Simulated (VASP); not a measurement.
# ZrB2 (P6/mmm) in VASP: a series of runs, part 2 of 2

VASP 6.6.1. Earlier steps stand in the parts before.

## (4) Single point, PBE

Contents of INCAR:

```
ADDGRID = F ; ALGO = Normal
EDIFF = 1E-7 ; ENCUT = 550
GGA = PE ; ISIF = 2
ISMEAR = -1 ; LASPH = T
LCHARG = F ; LREAL = F
LWAVE = F ; NBANDS = 16
NELM = 100 ; PREC = Accurate
SIGMA = 0.1
```

Contents of KPOINTS:

```
k-points
0
Gamma
  15 15 12
```

Contents of POSCAR:

```
ZrB2
1.0
    3.1700000000      0.0000000000      0.0000000000
   -1.5850000000      2.7453005300      0.0000000000
    0.0000000000      0.0000000000      3.5330000000
Zr B
1 2
Direct
    0.0000000000      0.0000000000      0.0000000000
    0.6666666667      0.3333333333      0.5000000000
    0.3333333333      0.6666666667      0.5000000000
```

Potentials or basis: VASP PAW PBE potentials, release 64 (Zr_sv, B).

The run is started by

```
$ cat potpaw_PBE.64/Zr_sv/POTCAR potpaw_PBE.64/B/POTCAR > POTCAR
$ mpirun -np 1 vasp_std > vasp.out
```

OUTCAR:

```text
EDIFF = 1E-7
   ENCUT = 550
   GGA = PE
   ISIF = 2
   ISMEAR = -1
   LASPH = T
   LREAL = F
   NELM = 100
   PREC = Accurate

 Found    189 irreducible k-points:

 Following reciprocal coordinates:
            Coordinates               Weight
  0.000000  0.000000  0.000000      1.000000
  0.066667  0.000000  0.000000      6.000000
  0.133333  0.000000  0.000000      6.000000
  0.200000 -0.000000  0.000000      6.000000
  0.266667  0.000000  0.000000      6.000000
  0.333333 -0.000000  0.000000      6.000000
   k-points           NKPTS =    189   k-points in BZ     NKDIM =    189   number of bands    NBANDS=     16
   number of dos      NEDOS =    301   number of ions     NIONS =      3
   total plane-waves  NPLWV =  16128
   dimension x,y,z NGX =    24 NGY =   24 NGZ =   28
   dimension x,y,z NGXF=    48 NGYF=   48 NGZF=   56
   ions per type =               1   2
   NGX,Y,Z   is equivalent  to a cutoff of  12.59, 12.59, 13.18 a.u.
   NGXF,Y,Z  is equivalent  to a cutoff of  25.17, 25.17, 26.35 a.u.
 SYSTEM =  unknown system
   PREC   = accura    normal or accurate (medium, high low for compatibility)
   ISTART =      0    job   : 0-new  1-cont  2-samecut
   ICHARG =      2    charge: 1-file 2-atom 10-const
   ISPIN  =      1    spin polarized calculation?
   LNONCOLLINEAR =      F non collinear calculations
   LSORBIT =      F    spin-orbit coupling
   LASPH  =      T    aspherical Exc in radial PAW
   ENCUT  =  550.0 eV  40.42 Ry    6.36 a.u.   6.06  6.06  6.76*2*pi/ulx,y,z
   NELM   =    100;   NELMIN=  2; NELMDL= -5     # of ELM steps
   EDIFF  = 0.1E-06   stopping-criterion for ELM
   LREAL  =      F    real-space projection
   EDIFFG = 0.1E-05   stopping-criterion for IOM
   NSW    =      0    number of steps for IOM
   IBRION =     -1    ionic relax: 0-MD 1-quasi-New 2-CG
   NFREE  =      0    steps in history (QN), initial steepest desc. (CG)
   ISIF   =      2    stress and relaxation
   ISYM   =      2    0-nonsym 1-usesym 2-fastsym
   POTIM  = 0.5000    time-step for ionic-motion
   TEBEG  =    0.0;   TEEND  =   0.0 temperature during run
   PSTRESS=    0.0 pullay stress
   NELECT =      18.0000    total number of electrons
   NUPDOWN=      -1.0000    fix difference up-down
   EMIN   =  10.00;   EMAX   =-10.00  energy-range for DOS
   EFERMI =   0.00;   METHOD = LEGACY
   ISMEAR =    -1;   SIGMA  =   0.10  broadening in eV -4-tet -1-fermi 0-gaus
   EFERMI_NEDOS =   21; number of points for ismear=-14 and -15
   IALGO  =     38    algorithm
   IMIX   =      4    mixing-type and parameters
     AMIX     =   0.40;   BMIX     =  1.00
     AMIX_MAG =   1.60;   BMIX_MAG =  1.00
  volume/ion in A,a.u.               =      10.25        69.16
  Fermi-wavevector in a.u.,A,eV,Ry     =   1.369519  2.588016 25.518847  1.875582
  Thomas-Fermi vector in A             =   2.495387
   LORBIT       =      0    0 simple, 1 ext, 2 COOP (PROOUT), +10 PAW based schemes
   GGA     = PE    functional components
   LHFCALC =     F    Hartree Fock is set to
   AEXX    =    0.0000 exact exchange contribution
   IVDW    =     0    specifies the selected vdW correction
   LEPSILON=     F    determine dielectric tensor
   LRPA    =     F    only Hartree local field effects (RPA)
 non-spin polarized calculation
  energy-cutoff  :      550.00
  volume of cell :       30.75
 maximum number of plane-waves:       927
   NGX = 13   NGY = 13   NGZ = 13

 number of electron      18.0000000 magnetization

 Free energy of the ion-electron system (eV)
  ---------------------------------------------------
  ext. energy  EPLUGINS =         0.00000000
  ---------------------------------------------------
  free energy    TOTEN  =       -24.98274369 eV

  energy without entropy =      -24.97400991  energy(sigma->0) =      -24.97837680

 E-fermi :  10.5203     XC(G=0): -12.4433

 val. band max:       10.5179514150   @ k =   0.4000   0.1333   0.0000
 cond. band min:      10.5468775898   @ k =   0.1333   0.1333   0.2500
 fundamental gap:      0.0289261747
 Fermi energy:        10.5203197730

 k-point     1 :       0.0000    0.0000    0.0000
  band No.  band energies     occupation
      1     -38.1053      2.00000
      2     -16.2928      2.00000
      3     -15.7388      2.00000
      4     -15.7388      2.00000
      5      -2.2044      2.00000
      6       7.8954      2.00000
[... 8 lines left out ...]
     15      15.6694      0.00000
     16      15.6694      0.00000
[... 77 lines left out ...]
 k-point     6 :       0.3333   -0.0000    0.0000
  band No.  band energies     occupation
      1     -38.0184      2.00000
      2     -16.4537      2.00000
      3     -16.1629      2.00000
      4     -15.8997      2.00000
      5      -0.2357      2.00000
      6       4.1385      2.00000
[... 8 lines left out ...]
     15      18.7825      0.00000
     16      20.4757      0.00000

 [... further k-points ...]

------------------------ aborting loop because EDIFF is reached ----------------------------------------

  FORCE on cell =-STRESS in cart. coord.  units (eV):
  Direction    XX          YY          ZZ          XY          YZ          ZX
  --------------------------------------------------------------------------------------
  -------------------------------------------------------------------------------------
  Total        0.1272894      0.1272894      0.2641973      0.0000000     -0.0000000     -0.0000000
  in kB        6.6329999      6.6329999     13.7672160      0.0000000     -0.0000000     -0.0000000
  external PRESSURE =       9.0110719 kB  Pullay stress =       0.0000000 kB

 VOLUME and BASIS-vectors are now :
 -----------------------------------------------------------------------------
  energy-cutoff  :      550.00
  volume of cell :       30.75
      direct lattice vectors                 reciprocal lattice vectors
     3.170000000  0.000000000  0.000000000     0.315457413  0.182129422  0.000000000
    -1.585000000  2.745300530  0.000000000     0.000000000  0.364258845  0.000000000
     0.000000000  0.000000000  3.533000000     0.000000000  0.000000000  0.283045570

 POSITION                                       TOTAL-FORCE (eV/Angst)
 -----------------------------------------------------------------------------------
      0.00000      0.00000      0.00000        -0.000000      0.000000      0.000000
      1.58500      0.91510      1.76650        -0.000000      0.000000      0.000000
     -0.00000      1.83020      1.76650         0.000000     -0.000000      0.000000
 -----------------------------------------------------------------------------------
    total drift:                               -0.000000      0.000000      0.000000

  FREE ENERGIE OF THE ION-ELECTRON SYSTEM (eV)
  ---------------------------------------------------
  free  energy   TOTEN  =       -24.9827436855 eV

  energy  without entropy=      -24.9740099052  energy(sigma->0) =      -24.97837680
```

stdout:

```text
POSCAR found type information on POSCAR ZrB
 POSCAR found :  2 types and       3 ions
 scaLAPACK will be used
 LDA part: xc-table for (Slater+PW92), standard interpolation
 POSCAR, INCAR and KPOINTS ok, starting setup
 FFT: planning ... GRIDC
 FFT: planning ... GRID_SOFT
 FFT: planning ... GRID
 WAVECAR not read
 entering main loop
```

It took 1.8 min on 1 thread of Intel Xeon Platinum 8175M at 2.50GHz (Skylake/Cascade Lake), shared host; peak memory 0.22 GiB.

The run converged, but some of its settings lie outside the range that counts as converged, so its numbers aren't taken as properties of the crystal.

Results:

- Free energy: -24.9827 eV
- Pressure: 0.9 GPa
- Band gap on the k mesh: none (metal or under the smearing width)

## (5) Single point, PBE

INCAR is that of step 4.

KPOINTS is that of step 4.

Contents of POSCAR:

```
ZrB2
1.0
    3.1700000000      0.0000000000      0.0000000000
   -1.5850000000      2.7453005300      0.0000000000
    0.0000000000      0.0000000000      3.5330000000
Zr B
1 2
Direct
   -0.0161830000     -0.0118040000     -0.0232460000
    0.6612170000      0.3542700000      0.5038020000
    0.3312800000      0.6607850000      0.5198140000
```

Potentials or basis: VASP PAW PBE potentials, release 64 (Zr_sv, B).

The run is started by

```
$ cat potpaw_PBE.64/Zr_sv/POTCAR potpaw_PBE.64/B/POTCAR > POTCAR
$ mpirun -np 1 vasp_std > vasp.out
```

OUTCAR:

```text
EDIFF = 1E-7
   ENCUT = 550
   GGA = PE
   ISIF = 2
   ISMEAR = -1
   LASPH = T
   LREAL = F
   NELM = 100
   PREC = Accurate

 Found   1351 irreducible k-points:

 Following reciprocal coordinates:
            Coordinates               Weight
  0.000000  0.000000  0.000000      1.000000
  0.066667  0.000000  0.000000      2.000000
  0.000000  0.066667  0.000000      2.000000
 -0.066667  0.066667  0.000000      2.000000
  0.133333  0.000000  0.000000      2.000000
  0.000000  0.133333  0.000000      2.000000
   k-points           NKPTS =   1351   k-points in BZ     NKDIM =   1351   number of bands    NBANDS=     16
   number of dos      NEDOS =    301   number of ions     NIONS =      3
   total plane-waves  NPLWV =  16128
   dimension x,y,z NGX =    24 NGY =   24 NGZ =   28
   dimension x,y,z NGXF=    48 NGYF=   48 NGZF=   56
   ions per type =               1   2
   NGX,Y,Z   is equivalent  to a cutoff of  12.59, 12.59, 13.18 a.u.
   NGXF,Y,Z  is equivalent  to a cutoff of  25.17, 25.17, 26.35 a.u.
 SYSTEM =  unknown system
   PREC   = accura    normal or accurate (medium, high low for compatibility)
   ISTART =      0    job   : 0-new  1-cont  2-samecut
   ICHARG =      2    charge: 1-file 2-atom 10-const
   ISPIN  =      1    spin polarized calculation?
   LNONCOLLINEAR =      F non collinear calculations
   LSORBIT =      F    spin-orbit coupling
   LASPH  =      T    aspherical Exc in radial PAW
   ENCUT  =  550.0 eV  40.42 Ry    6.36 a.u.   6.06  6.06  6.76*2*pi/ulx,y,z
   NELM   =    100;   NELMIN=  2; NELMDL= -5     # of ELM steps
   EDIFF  = 0.1E-06   stopping-criterion for ELM
   LREAL  =      F    real-space projection
   EDIFFG = 0.1E-05   stopping-criterion for IOM
   NSW    =      0    number of steps for IOM
   IBRION =     -1    ionic relax: 0-MD 1-quasi-New 2-CG
   NFREE  =      0    steps in history (QN), initial steepest desc. (CG)
   ISIF   =      2    stress and relaxation
   ISYM   =      2    0-nonsym 1-usesym 2-fastsym
   POTIM  = 0.5000    time-step for ionic-motion
   TEBEG  =    0.0;   TEEND  =   0.0 temperature during run
   PSTRESS=    0.0 pullay stress
   NELECT =      18.0000    total number of electrons
   NUPDOWN=      -1.0000    fix difference up-down
   EMIN   =  10.00;   EMAX   =-10.00  energy-range for DOS
   EFERMI =   0.00;   METHOD = LEGACY
   ISMEAR =    -1;   SIGMA  =   0.10  broadening in eV -4-tet -1-fermi 0-gaus
   EFERMI_NEDOS =   21; number of points for ismear=-14 and -15
   IALGO  =     38    algorithm
   IMIX   =      4    mixing-type and parameters
     AMIX     =   0.40;   BMIX     =  1.00
     AMIX_MAG =   1.60;   BMIX_MAG =  1.00
  volume/ion in A,a.u.               =      10.25        69.16
  Fermi-wavevector in a.u.,A,eV,Ry     =   1.369519  2.588016 25.518847  1.875582
  Thomas-Fermi vector in A             =   2.495387
   LORBIT       =      0    0 simple, 1 ext, 2 COOP (PROOUT), +10 PAW based schemes
   GGA     = PE    functional components
   LHFCALC =     F    Hartree Fock is set to
   AEXX    =    0.0000 exact exchange contribution
   IVDW    =     0    specifies the selected vdW correction
   LEPSILON=     F    determine dielectric tensor
   LRPA    =     F    only Hartree local field effects (RPA)
 non-spin polarized calculation
  energy-cutoff  :      550.00
  volume of cell :       30.75
 maximum number of plane-waves:       927
   NGX = 13   NGY = 13   NGZ = 13

 number of electron      18.0000000 magnetization

 Free energy of the ion-electron system (eV)
  ---------------------------------------------------
  ext. energy  EPLUGINS =         0.00000000
  ---------------------------------------------------
  free energy    TOTEN  =       -24.79278375 eV

  energy without entropy =      -24.78344897  energy(sigma->0) =      -24.78811636

 E-fermi :  10.5029     XC(G=0): -12.4324

 val. band max:       10.5020500868   @ k =  -0.2667   0.1333   0.1667
 cond. band min:      10.5108729400   @ k =   0.2000   0.2000   0.1667
 fundamental gap:      0.0088228532
 Fermi energy:        10.5029031369

 k-point     1 :       0.0000    0.0000    0.0000
  band No.  band energies     occupation
      1     -38.0929      2.00000
      2     -16.2930      2.00000
      3     -15.7467      2.00000
      4     -15.7188      2.00000
      5      -2.1933      2.00000
      6       7.3490      2.00000
[... 8 lines left out ...]
     15      15.5553      0.00000
     16      16.6513      0.00000

 k-point     2 :       0.0667    0.0000    0.0000
  band No.  band energies     occupation
      1     -38.0879      2.00000
      2     -16.2856      2.00000
      3     -15.7831      2.00000
      4     -15.7360      2.00000
      5      -2.1038      2.00000
      6       7.3045      2.00000
[... 8 lines left out ...]
     15      15.8138      0.00000
     16      17.0762      0.00000

 k-point     3 :       0.0000    0.0667    0.0000
  band No.  band energies     occupation
      1     -38.0878      2.00000
      2     -16.2856      2.00000
      3     -15.7894      2.00000
      4     -15.7299      2.00000
      5      -2.1028      2.00000
      6       7.3723      2.00000
[... 8 lines left out ...]
     15      16.0602      0.00000
     16      17.0690      0.00000

 k-point     4 :      -0.0667    0.0667    0.0000
  band No.  band energies     occupation
      1     -38.0879      2.00000
      2     -16.2857      2.00000
      3     -15.7665      2.00000
      4     -15.7523      2.00000
      5      -2.1056      2.00000
      6       7.2113      2.00000
[... 8 lines left out ...]
     15      16.1711      0.00000
     16      16.8156      0.00000

 k-point     5 :       0.1333    0.0000    0.0000
  band No.  band energies     occupation
      1     -38.0737      2.00000
      2     -16.2648      2.00000
      3     -15.9026      2.00000
      4     -15.7660      2.00000
      5      -1.8423      2.00000
      6       6.7808      2.00000
[... 8 lines left out ...]
     15      16.7296      0.00000
     16      17.5123      0.00000

 k-point     6 :       0.0000    0.1333    0.0000
  band No.  band energies     occupation
      1     -38.0737      2.00000
      2     -16.2646      2.00000
      3     -15.9118      2.00000
      4     -15.7576      2.00000
      5      -1.8381      2.00000
      6       7.0189      2.00000
[... 8 lines left out ...]
     15      16.7922      0.00000
     16      17.4650      0.00000

 [... further k-points ...]

------------------------ aborting loop because EDIFF is reached ----------------------------------------

  FORCE on cell =-STRESS in cart. coord.  units (eV):
  Direction    XX          YY          ZZ          XY          YZ          ZX
  --------------------------------------------------------------------------------------
  -------------------------------------------------------------------------------------
  Total        0.4552813      0.8584366      0.7281210      0.0439186      0.2847432      0.0715717
  in kB       23.7245302     44.7327932     37.9420968      2.2885828     14.8378581      3.7295728
  external PRESSURE =      35.4664734 kB  Pullay stress =       0.0000000 kB

 VOLUME and BASIS-vectors are now :
 -----------------------------------------------------------------------------
  energy-cutoff  :      550.00
  volume of cell :       30.75
      direct lattice vectors                 reciprocal lattice vectors
     3.170000000  0.000000000  0.000000000     0.315457413  0.182129422  0.000000000
    -1.585000000  2.745300530  0.000000000     0.000000000  0.364258845  0.000000000
     0.000000000  0.000000000  3.533000000     0.000000000  0.000000000  0.283045570

 POSITION                                       TOTAL-FORCE (eV/Angst)
 -----------------------------------------------------------------------------------
      1.55241      2.71290      3.45087         0.147466      0.741794      1.806657
      1.53454      0.97258      1.77993         0.668697     -1.208998     -0.577460
      0.00281      1.81405      1.83650        -0.816163      0.467204     -1.229197
 -----------------------------------------------------------------------------------
    total drift:                                0.000003      0.000040     -0.000049

  FREE ENERGIE OF THE ION-ELECTRON SYSTEM (eV)
  ---------------------------------------------------
  free  energy   TOTEN  =       -24.7927837496 eV

  energy  without entropy=      -24.7834489697  energy(sigma->0) =      -24.78811636
```

stdout:

```text
POSCAR found type information on POSCAR ZrB
 POSCAR found :  2 types and       3 ions
 scaLAPACK will be used
 LDA part: xc-table for (Slater+PW92), standard interpolation
 POSCAR, INCAR and KPOINTS ok, starting setup
 FFT: planning ... GRIDC
 FFT: planning ... GRID_SOFT
 FFT: planning ... GRID
 WAVECAR not read
 entering main loop
```

Wall time 13 min (1 thread of Intel Xeon Platinum 8175M at 2.50GHz (Skylake/Cascade Lake), shared host); peak memory 0.74 GiB.

These settings aren't checked as converged: the numbers below hold their error.

What came out:

```
Free energy            : -24.7928 eV
Pressure               : 3.5 GPa
Largest force          : 1.959 eV/Å
Band gap on the k mesh : none (metal or under the smearing width)
```

## (6) Single point, PBE

INCAR, as its differences from that of step 5:

```diff
@@ -1,3 +1,3 @@
 ADDGRID = F ; ALGO = Normal
-EDIFF = 1E-7 ; ENCUT = 550
+EDIFF = 1E-7 ; ENCUT = 700
 GGA = PE ; ISIF = 2
```

KPOINTS is that of step 5.

Contents of POSCAR:

```
ZrB2
1.0
    3.1700000000      0.0000000000      0.0000000000
   -1.5850000000      2.7453005300      0.0000000000
    0.0000000000      0.0000000000      3.5330000000
Zr B
1 2
Direct
    0.0000000000      0.0000000000      0.0000000000
    0.6666666667      0.3333333333      0.5000000000
    0.3333333333      0.6666666667      0.5000000000
```

Potentials or basis: VASP PAW PBE potentials, release 64 (Zr_sv, B).

The run is started by

```
$ cat potpaw_PBE.64/Zr_sv/POTCAR potpaw_PBE.64/B/POTCAR > POTCAR
$ mpirun -np 1 vasp_std > vasp.out
```

It took 3.4 min on 1 thread of Intel Xeon Platinum 8175M at 2.50GHz (Skylake/Cascade Lake), shared host; peak memory 0.27 GiB.

These settings aren't checked as converged: the numbers below hold their error.

Results:

```
Free energy            : -24.9854 eV
Pressure               : 1.0 GPa
Band gap on the k mesh : none (metal or under the smearing width)
```

## (7) The reference run

An earlier run on the cell as given: functional PBEsol; potentials or basis VASP PAW PBE potentials, release 64 (Zr_sv, B); cutoff 520 eV; k mesh 10 × 10 × 8; occupations fermi-dirac, width 0.05 eV; no spin polarisation.

- Pressure: -3.8 GPa
- Band gap on the k mesh: none (metal or under the smearing width)
